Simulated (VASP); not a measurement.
Write the native input for VASP 6.6.1 that does the following.

```yaml
Task: relaxation of the atoms
Functional: r2SCAN
Potentials_or_basis: VASP PAW PBE potentials, release 64 (Sr_sv, O)
Cutoff: 600 eV
k_mesh: 10 × 10 × 10
Occupations: gaussian, width 0.03 eV
Spin: no spin polarisation
Further_INCAR_settings: ALGO = Normal; EDIFF = 1e-07; IBRION = 2; EDIFFG = -0.01; NSW = 40
```

The structure of SrO lies in POSCAR:

```
SrO                                     
1.0
    0.0000000000      2.6011199583      2.6011199583
    2.6011199583      0.0000000000      2.6011199583
    2.6011199583      2.6011199583      0.0000000000
  Sr              O             
     1     1
Direct
     0.5000000000000000    0.5000000000000000    0.5000000000000000
     0.0000000000000000    0.0000000000000000    0.0000000000000000
```

The cell isn't the ideal one: a relaxed cell with its volume scaled by 1.02.

The input as run:

INCAR

```
PREC = Accurate ; ENCUT = 600
EDIFF = 1E-7 ; ISMEAR = 0
SIGMA = 0.03 ; LREAL = F
LASPH = T ; NELM = 80
ALGO = Normal ; ISIF = 2
LWAVE = F ; LCHARG = F
METAGGA = R2SCAN ; LMIXTAU = T
IBRION = 2 ; NSW = 40
EDIFFG = -0.01
```

KPOINTS

```
regular mesh
0
Gamma
  10 10 10
```

Potentials or basis: VASP PAW PBE potentials, release 64 (Sr_sv, O).

Launch:

```bash
$ cat potpaw_PBE.64/Sr_sv/POTCAR potpaw_PBE.64/O/POTCAR > POTCAR
$ mpirun -np 1 vasp_std > vasp.out
```

It gave:

The pressure after relaxing is -1.9 GPa and the band gap on the k mesh is 3.76 eV, indirect (least direct gap 3.87 eV).

Caveat: the relaxation stopped at its first step, so nothing moved; the PAW data sets were made with another functional, which shifts forces and pressure a little.

It took 110 s on 1 thread of Intel(R) Xeon(R) Platinum 8559C (Emerald Rapids), with other jobs on the host, peak memory 0.18 GiB.
